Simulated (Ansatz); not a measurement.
# TiO2: how the energy converges with the cutoff

TiO2, C2/c, a = 5.412 Å, b = 5.413 Å, c = 5.472 Å, β = 118.8°. This isn't the usual stable structure of the compound. Ansatz: PBE, PAW, cutoff varied, Γ-centred 8×8×6 mesh on 6 atoms, Gaussian smearing 0.02 eV; no spin polarisation. Single points at one geometry, the cutoff alone changed; ΔE is the energy at zero smearing over the run at 850 eV (runs within 0.3 meV/atom of it are left out). The runs up to 380 eV lie under the cutoff recommended for these PAW datasets.

| cutoff (eV) | ΔE (meV/atom) |
| --- | --- |
| 150 | 21227.03 |
| 200 | 5710.71 |
| 250 | ? |
| 300 | 364.53 |
| 350 | 67.52 |
| 380 | 22.13 |
| 420 | 4.90 |
| 460 | 1.60 |
| 520 | 0.97 |
| 600 | 0.50 |

Task: Assume ΔE falls exponentially with the cutoff, fit y = ln ΔE against x, the cutoff in eV, to the other rows, and predict the missing value.

Result: y = 9.963, 8.650, 5.899, 4.212, 3.097, 1.589, 0.470, -0.030, -0.693. Means x = 375.6, y = 3.6841; Σ(Δx)² = 168422, ΣΔxΔy = -4355; the slope is their ratio. y = 13.39 − 0.02586 x, a factor of ten per 89 eV. At 250 eV this gives ΔE = 1017.39 meV/atom. The run gave 1526.10, a ratio of 0.67. Between neighbouring rows the decay runs from a factor of ten per 61 eV to one per 278 eV, so one exponential is only a rough guide. The fast fall gives way to a slow tail, so a fit to low cutoffs promises convergence too early.